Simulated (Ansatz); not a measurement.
# Al2Au (Fm-3m): equation of state with a fit, by script

Where is the equilibrium volume of Al2Au (Fm-3m), and how stiff is it? The task is an equation of state with a fit, for Al2Au (Fm-3m).

Program: Ansatz 0.2.0, driven from Python. Level of theory: DFT r2SCAN+D3(BJ), plane waves, norm-conserving potentials. These are calculated values, not measurements.

**1. The system**

Symmetry: Fm-3m, No. 225, cubic system. The conventional cell has a = 6.000 Å, b = 6.000 Å, c = 6.000 Å, α = 90.00°, β = 90.00°, γ = 90.00°. Around Al (site symmetry -43m) lie 4 Au at 2.60 Å. Au (site symmetry m-3m) is surrounded by 8 Al at 2.60 Å.

The script holds or builds the structure itself.

**2. Script**

al2au.py reads:

```python
'''Bulk modulus of Al2Au from an E(V) curve.'''

import warnings

import ansatz as az
import numpy as np

vectors0 = np.array([
    [0.0, 3.0, 3.0],
    [3.0, 0.0, 3.0],
    [3.0, 3.0, 0.0],
])
sites = [
    ('Al', (0.25, 0.25, 0.25)),
    ('Al', (0.75, 0.75, 0.75)),
    ('Au', (0.0, 0.0, 0.0)),
]


def make_crystal(cell):
    crystal = az.Crystal(lattice=az.Lattice.of(cell))
    for symbol, position in sites:
        crystal = crystal.atom(symbol, position)
    return crystal

warnings.simplefilter('ignore', az.DeckWarning)

# scale the volume, keep shape and fractions
volumes, energies = [], []
for scale in np.linspace(0.9, 1.1, 9):
    cell = vectors0 * scale ** (1 / 3)
    setup = (
        make_crystal(cell).calculation()
        .functional('r2scan', dispersion='d3bj')
        .pseudopotentials('nc')
        .accuracy('low')
        .occupations('fermi_dirac', width=200 * az.meV)
        .mixing('msr1', ndim=12, beta=0.4)
        .kpoints(7, 7, 7)
    )
    report = setup.run(threads=1).report
    volumes.append(abs(np.linalg.det(cell)) / len(sites))
    energies.append(report['free_energy_ev'] / len(sites))
    print(f'V = {volumes[-1]:8.4f} A^3/atom  F = {energies[-1]:.5f} eV/atom')

# third-order Birch-Murnaghan: a cubic in V^(-2/3)
x = np.array(volumes) ** (-2 / 3)
poly = np.polynomial.Polynomial.fit(x, energies, 3).convert()
roots = poly.deriv().roots()
x0 = min((r.real for r in roots if abs(r.imag) < 1e-9 and poly.deriv(2)(r.real) > 0), key=lambda r: abs(r - x.mean()))
v0 = x0 ** -1.5
b0 = 4 / 9 * poly.deriv(2)(x0) * v0 ** (-7 / 3) * 160.21766
b1 = 4 + 2 / 3 * x0 * poly.deriv(3)(x0) / poly.deriv(2)(x0)
print(f'V0 = {v0:.4f} A^3/atom, B0 = {b0:.1f} GPa, dB/dP = {b1:.2f}')
```

**3. The input behind the calls**

The engine receives this input (first run):

```yaml
crystal:
  lattice:
    - [0.0, 2.896468153816889, 2.896468153816889]
    - [2.896468153816889, 0.0, 2.896468153816889]
    - [2.896468153816889, 2.896468153816889, 0.0]
  atoms:
    - { symbol: Al, position: [0.25, 0.25, 0.25] }
    - { symbol: Al, position: [0.75, 0.75, 0.75] }
    - { symbol: Au, position: [0.0, 0.0, 0.0] }
accuracy: low
kpoints:
  mp_grid:
    grid: [7, 7, 7]
hamiltonian:
  xc: r2scan
  dispersion: d3bj
  pseudopotentials:
    kind: nc
scf:
  mixing:
    algorithm: msr1
    beta: 0.4
    ndim: 12
  occupations:
    method: fermi_dirac
    width: 0.2
```

**4. Launch**

The run is started by

```sh
python al2au.py
```

The program printed:

```text
V =  16.2000 A^3/atom  F = -1468.27259 eV/atom
V =  16.6500 A^3/atom  F = -1468.30746 eV/atom
V =  17.1000 A^3/atom  F = -1468.32967 eV/atom
V =  17.5500 A^3/atom  F = -1468.34087 eV/atom
V =  18.0000 A^3/atom  F = -1468.34251 eV/atom
V =  18.4500 A^3/atom  F = -1468.33585 eV/atom
V =  18.9000 A^3/atom  F = -1468.32188 eV/atom
V =  19.3500 A^3/atom  F = -1468.30185 eV/atom
V =  19.8000 A^3/atom  F = -1468.27647 eV/atom
V0 = 17.8549 A^3/atom, B0 = 122.2 GPa, dB/dP = 4.68
```

Run time: 96 s. Hardware: 1 thread of Arm Neoverse N1, shared host; peak memory 0.46 GiB.

**5. What changed from run to run**

The engine's inputs for some of the other runs:

Run 2, against run 1:

```diff
@@ -3,3 +3,3 @@
-    - [0.0, 2.896468153816889, 2.896468153816889]
-    - [2.896468153816889, 0.0, 2.896468153816889]
-    - [2.896468153816889, 2.896468153816889, 0.0]
+    - [0.0, 2.9230427405619865, 2.9230427405619865]
+    - [2.9230427405619865, 0.0, 2.9230427405619865]
+    - [2.9230427405619865, 2.9230427405619865, 0.0]
```

Run 6, against run 1:

```diff
@@ -3,3 +3,3 @@
-    - [0.0, 2.896468153816889, 2.896468153816889]
-    - [2.896468153816889, 0.0, 2.896468153816889]
-    - [2.896468153816889, 2.896468153816889, 0.0]
+    - [0.0, 3.0247945128271567, 3.0247945128271567]
+    - [3.0247945128271567, 0.0, 3.0247945128271567]
+    - [3.0247945128271567, 3.0247945128271567, 0.0]
```

Run 9, against run 1:

```diff
@@ -3,3 +3,3 @@
-    - [0.0, 2.896468153816889, 2.896468153816889]
-    - [2.896468153816889, 0.0, 2.896468153816889]
-    - [2.896468153816889, 2.896468153816889, 0.0]
+    - [0.0, 3.0968403463691017, 3.0968403463691017]
+    - [3.0968403463691017, 0.0, 3.0968403463691017]
+    - [3.0968403463691017, 3.0968403463691017, 0.0]
```

Lines on the test bed's own set-up are left out of the output.

**6. The engine's runs**

From the records of these 9 runs:

| run | volume (Å³/atom) | energy from run 5 (meV/atom) | SCF cycles | CPU time (s) |
| --- | --- | --- | --- | --- |
| 1 | 16.200 | 69.92 | 9 | 9.4 |
| 2 | 16.650 | 35.04 | 9 | 9.5 |
| 3 | 17.100 | 12.84 | 9 | 9.8 |
| 4 | 17.550 | 1.64 | 9 | 10 |
| 5 | 18.000 | 0.00 | 9 | 10 |
| 6 | 18.450 | 6.66 | 9 | 11 |
| 7 | 18.900 | 20.62 | 9 | 11 |
| 8 | 19.350 | 40.66 | 9 | 11 |
| 9 | 19.800 | 66.03 | 9 | 12 |

Energies are free energies F = E - TS of the smeared occupations. 

**7. Results**

| quantity | value |
| --- | --- |
| runs compared | 9 |
| range of energy | 69.92 meV/atom |
| lowest point, volume (Å³/atom) | 18.000 |
| equilibrium volume (fit) | 17.85 Å³/atom |
| bulk modulus (fit) | 122 GPa |

A third-order Birch-Murnaghan fit through the 9 points has its minimum at 17.85 Å³ an atom, 0.8 % below the typed cell, with a bulk modulus of 122 GPa. From that minimum the energy rises by 70.3 meV an atom on the compressed side and 66.4 meV on the expanded side. What to keep in mind:
- The dispersion term runs with damping parameters of another functional.
- Such functionals run on norm-conserving files made under PBE, which can move pressures by some GPa.
- For a metal this k-point mesh is coarse: on a finer one energies can move by several to tens of meV an atom and pressures by half a GPa or more, differences at one mesh by less.
- The smearing is wide enough that free energy and stress hold a thermal part of the electrons.
- Spin-orbit coupling, which matters for elements this heavy, is left out.
